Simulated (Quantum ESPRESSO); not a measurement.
Set up this calculation in Quantum ESPRESSO 7.5, as the native input.

```
Task                : dielectric tensor
Functional          : PBEsol
Potentials or basis : GBRV 1.5 PBEsol
Cutoff              : 612 eV
Density cutoff      : 4898 eV
k mesh              : 6 × 6 × 6, shifted
Occupations         : fermi-dirac, width 0.05 eV
Spin                : no spin polarisation
Mixing beta         : 0.5
Most SCF iterations : 120
SCF threshold       : 4e-10 Ry
```

MgS (Niningerite):

```xyz
2
Lattice="0.0000 2.6016 2.6016 2.6016 0.0000 2.6016 2.6016 2.6016 0.0000" Properties=species:S:1:pos:R:3 pbc="T T T"
S     2.6016    2.6016    2.6016
Mg    0.0000    0.0000    0.0000
```

These files were run (other wordings do the same):

pw.in

```
&CONTROL
  calculation = 'scf'
  prefix = 'pwscf'
  outdir = './tmp'
  pseudo_dir = './pseudo'
  tprnfor = .true.
  tstress = .true.
  disk_io = 'low'
/
&SYSTEM
  ibrav = 0
  nat = 2
  ntyp = 2
  ecutwfc = 45
  ecutrho = 360
  nbnd = 14
  occupations = 'smearing'
  smearing = 'fd'
  degauss = 0.00367493
/
&ELECTRONS
  conv_thr = 4d-10
  electron_maxstep = 120
  mixing_beta = 0.5
/
ATOMIC_SPECIES
S     32.0600 s_pbesol_v1.4.uspp.F.UPF
Mg    24.3050 mg_pbesol_v1.4.uspp.F.UPF
CELL_PARAMETERS bohr
   0.0000000000    4.9164059721    4.9164059721
   4.9164059721    0.0000000000    4.9164059721
   4.9164059721    4.9164059721    0.0000000000
ATOMIC_POSITIONS bohr
S      4.9164059721    4.9164059721    4.9164059721
Mg     0.0000000000    0.0000000000    0.0000000000
K_POINTS automatic
6 6 6 1 1 1
```

scf2.in

```
&CONTROL
  calculation = 'scf'
  prefix = 'pwscf'
  outdir = './tmp'
  pseudo_dir = './pseudo'
  tprnfor = .true.
  tstress = .true.
  disk_io = 'low'
/
&SYSTEM
  ibrav = 0
  nat = 2
  ntyp = 2
  ecutwfc = 45
  ecutrho = 360
  nbnd = 14
  occupations = 'fixed'
/
&ELECTRONS
  conv_thr = 1d-13
  electron_maxstep = 120
  mixing_beta = 0.5
  startingpot = 'file'
  startingwfc = 'file'
/
ATOMIC_SPECIES
S     32.0600 s_pbesol_v1.4.uspp.F.UPF
Mg    24.3050 mg_pbesol_v1.4.uspp.F.UPF
CELL_PARAMETERS bohr
   0.0000000000    4.9164059721    4.9164059721
   4.9164059721    0.0000000000    4.9164059721
   4.9164059721    4.9164059721    0.0000000000
ATOMIC_POSITIONS bohr
S      4.9164059721    4.9164059721    4.9164059721
Mg     0.0000000000    0.0000000000    0.0000000000
K_POINTS automatic
6 6 6 1 1 1
```

ph.in

```
dielectric of MgS
&INPUTPH
  prefix = 'pwscf'
  outdir = './tmp'
  tr2_ph = 1d-18
  fildyn = 'dyn'
  niter_ph = 90
  alpha_mix(1) = 0.7
  epsil = .true.
  trans = .false.
  zeu = .true.
/
0.0000000000 0.0000000000 0.0000000000
```

Potentials or basis: GBRV 1.5 PBEsol.

Command:

```console
$ OMP_NUM_THREADS=1 pw.x -in pw.in > pw.out
$ OMP_NUM_THREADS=1 pw.x -in scf2.in > scf2.out
$ OMP_NUM_THREADS=1 ph.x -in ph.in > ph.out
```

It gave:

```
Pressure                                : -1.1 GPa
Electronic dielectric tensor (diagonal) : 5.54
Born charges (mean of the diagonal)     : S -2.33; Mg +2.33 e
```

Run time: 2.6 min on 1 thread of AMD EPYC 7571, on a shared host, peak memory 0.14 GiB.
